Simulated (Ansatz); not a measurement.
# O, one cell by several methods

```
O
1.0
     1.64105    0.94746    3.65646
    -1.64105    0.94746    3.65646
     0.00000   -1.89492    3.65646
O
2
Direct
  0.94539 0.94539 0.94539
  0.05461 0.05461 0.05461
```

Atom numbers follow the list: O1, O2.

The cell is the one relaxed in the Materials Project (mp-610917), not relaxed further here; entries there can be hypothetical. The listed cell was then made from it by scaling, straining or moving an atom.

Other magnetic orders may lie lower; this is the state that the run reached.

Levels of theory: DFT, PBE, PAW with Ansatz's default frozen-core files, scalar-relativistic (Ansatz 0.2.0); DFT, PBE, all-electron PAW with datasets made for the crystal, scalar-relativistic (Ansatz 0.2.0); DFT, PBE, all-electron LAPW, scalar-relativistic (Ansatz 0.2.0).

For PAW: a Γ-centred 8×8×8 k mesh, Fermi–Dirac smearing of 0.02 eV, cutoff 420 eV, spin-polarised from start moments O1 1, O2 1 μB. The crystal-made all-electron datasets (AE datasets) take a cutoff of 980 eV at this cell. LAPW targets a basis error of 1 meV/atom. The Ansatz runs share mesh, smearing and spin set-up. Plane-wave (PAW) pressures include the program's estimate of the Pulay term.

Stress and pressure are positive in compression.

The change that made this cell: volume scaled by 0.9405.

```tsv
method	moment of the cell (μB)	site moments (μB)	symmetry operations kept	pressure (GPa)
PAW	2.00	O1 0.54	12	4.29
AE datasets	2.00	O1 0.56	12	4.32
LAPW	2.00	O1 0.63	12	4.31
```

Question: Can the differences be read as the error of the PAW files?

Answer: Yes, as far as these numbers show: moments and symmetry agree, so the runs reached one state, and PAW's pressure is off by -0.02 GPa.
